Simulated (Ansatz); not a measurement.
InAs:

```
In As
1.0
     0.00000    3.01800    3.01800
     3.01800    0.00000    3.01800
     3.01800    3.01800    0.00000
In As
1 1
Cartesian
  0.0000 0.0000 0.0000
  4.5270 4.5270 4.5270
```

Base run:

| Quantity | Value |
| --- | --- |
| Program | Ansatz 0.2.0 |
| Functional | PBEsol |
| Potentials or basis | Ansatz PAW |
| Cutoff | 420 eV (not typed: the program's choice for these potentials) |
| k mesh | 8 × 8 × 8 |
| Occupations | fermi-dirac, width 0.05 eV |
| Spin | no spin polarisation |

Its results: band gap on the k mesh none (metal or under the smearing width); pressure 1.5 GPa.

Question: The run is repeated on the same cell with these changes: functional from PBEsol to RPBE. What comes out?

Answer: Band gap on the k mesh none (metal or under the smearing width); pressure 6.0 GPa.

RPBE binds less tightly than PBEsol, so the same cell stands under more pressure.

Caveats: spin-orbit coupling is left out, which moves the levels of the heavy elements; the PAW data sets come from PBE, with cores solved anew for the run's functional, which leaves a small shift of forces and pressure; this crystal is a semiconductor, whose small gap the functional closes, so the metal is an error of the method.
